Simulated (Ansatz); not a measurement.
# CsCl: the cost of one run

Computed with Ansatz 0.2.0 (DFT LDA, scalar-relativistic, plane waves, PAW, unless a step's input says otherwise).

5 further runs of the same task are left out: 5 set aside as unsound or not needed.

### Step 1. The starting structure

Symmetry: Pm-3m, No. 221, cubic system. Conventional cell: a = 3.969 Å, b = 3.969 Å, c = 3.969 Å, α = 90.00°, β = 90.00°, γ = 90.00°. Cs (site symmetry m-3m) is surrounded by 8 Cl at 3.44 Å. Around Cl (site symmetry m-3m) lie 8 Cs at 3.44 Å.

Structure file:

```xyz
2
Lattice="3.9692 0.0000 0.0000 0.0000 3.9692 0.0000 0.0000 0.0000 3.9692" Properties=species:S:1:pos:R:3 pbc="T T T"
Cs    0.0000    0.0000    0.0000
Cl    1.9846    1.9846    1.9846
```

It is the result of an earlier relaxation at this level (volume 31.27 Å³/atom; gap on the mesh: 4.99 eV).

### Step 2. Relaxing at 50 GPa

At a set pressure the run lowers the enthalpy E + PV, so the energy alone may rise along the way.

Input file input.yaml:

```yaml
crystal:
  lattice:
    - [3.9692301019, 0.0, 0.0]
    - [0.0, 3.9692301019, 0.0]
    - [0.0, 0.0, 3.9692301019]
  atoms:
    - { symbol: Cs, position: [0.0, 0.0, 0.0] }
    - { symbol: Cl, position: [0.5, 0.5, 0.5] }
basis:
  ecutwfc: 420
kpoints:
  mp_grid: { grid: [6, 6, 6] }
hamiltonian:
  xc: lda
scf:
  occupations: { method: fixed }
output:
  forces: true
  stress: true
  eigenvalues: true
relax:
  adjacent_minimum: "off"
  f_tol: 0.001
  max_steps: 60
  cell: { stress_tol: 0.02, p_target: 50.0 }
```

Started as:

```bash
$ ansatz run input.yaml --threads 1 --pin off --max-ram 1228MiB --backend cpu --events-out ev --progress --plain --runs-dir out
```

**Question.** How long does this run take on 1 thread of an x86-64 CPU, shared host, and how much memory does it need?

About 9.1 s, with a peak of 0.43 GiB.
